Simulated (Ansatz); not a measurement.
Set up this calculation in Ansatz 0.2.0, as the native input.

- Task: band structure
- Functional: PBEsol
- Potentials or basis: Ansatz PAW
- Cutoff: 420 eV (not typed: the program's choice for these potentials)
- k mesh: 7 × 7 × 7
- Occupations: fermi-dirac, width 0.05 eV
- Spin: no spin polarisation
- Path: [["G", "X", "M", "G", "Z", "R", "A", "Z"], ["X", "R"], ["M", "A"]]
- Points for each segment of the path: 14

The system is BaTiO3.

```
CELL_PARAMETERS angstrom
3.99980 0.00000 0.00000
0.00000 3.99980 0.00000
0.00000 0.00000 4.01800
ATOMIC_POSITIONS crystal
Ba 0.99557 0.99064 0.00350
Ti 0.50254 0.49192 0.46877
O 0.47922 0.51432 0.00641
O 0.50273 0.00330 0.50938
O 0.01995 0.49981 0.53994
```

The cell isn't the ideal one: all atoms moved at random, sigma 0.05 Å a component.

The input as run:

input.yaml

```yaml
crystal:
  lattice:
    - [3.9998, 0.0, 0.0]
    - [0.0, 3.9998, 0.0]
    - [0.0, 0.0, 4.018]
  atoms:
    - { symbol: Ba, position: [0.9955672, 0.99064074, 0.00350343] }
    - { symbol: Ti, position: [0.50253669, 0.49192337, 0.46876577] }
    - { symbol: O, position: [0.47921894, 0.51432389, 0.00640652] }
    - { symbol: O, position: [0.50273092, 0.003299, 0.50938249] }
    - { symbol: O, position: [0.01994626, 0.499813, 0.5399418] }
hamiltonian:
  xc: pbesol
  pseudopotentials: { kind: paw }
kpoints:
  mp_grid: { grid: [7, 7, 7] }
  band_path:
    path:
      - [[0.0, 0.0, 0.0], [0.0, 0.5, 0.0], [0.5, 0.5, 0.0], [0.0, 0.0, 0.0], [0.0, 0.0, 0.5], [0.0, 0.5, 0.5], [0.5, 0.5, 0.5], [0.0, 0.0, 0.5]]
      - [[0.0, 0.5, 0.0], [0.0, 0.5, 0.5]]
      - [[0.5, 0.5, 0.0], [0.5, 0.5, 0.5]]
    npoints: 14
scf:
  occupations: { method: fermi_dirac, width: 0.05 }
  n_extra_bands: 12
output:
  forces: true
  stress: true
  eigenvalues: true
  fatbands: true
  write_density: true
  write_potential: true
  elf: true
  volumetric_format: npy
```

Potentials or basis: Ansatz PAW.

Launch:

```bash
$ ansatz run input.yaml --threads 2 --pin off --max-ram 5632MiB --backend cpu --events-out ev --progress --plain --runs-dir out
```

It gave:

- Pressure: -3.2 GPa
- Largest force: 1.333 eV/Å
- Band gap on the k mesh: 1.97 eV, indirect (least direct gap 2.20 eV)
- Band gap along the path: 1.88 eV, indirect (least direct gap 2.20 eV)

Caveat: the k mesh misses the band edges, so the gap on the mesh is wider than the one along the path; the pressure holds a Pulay correction of +0.6 GPa for the finite cutoff; spin-orbit coupling is left out, which moves the levels of the heavy elements; the PAW data sets come from PBE, with cores solved anew for the run's functional, which leaves a small shift of forces and pressure; forces of over 1 eV/Å show positions far from the minimum, so gaps and moduli don't describe the material at rest.

Run time: 33 s on 2 threads of Intel(R) Xeon(R) Platinum 8259CL CPU @ 2.50GHz (Skylake/Cascade Lake) (shared host), peak memory 0.68 GiB.
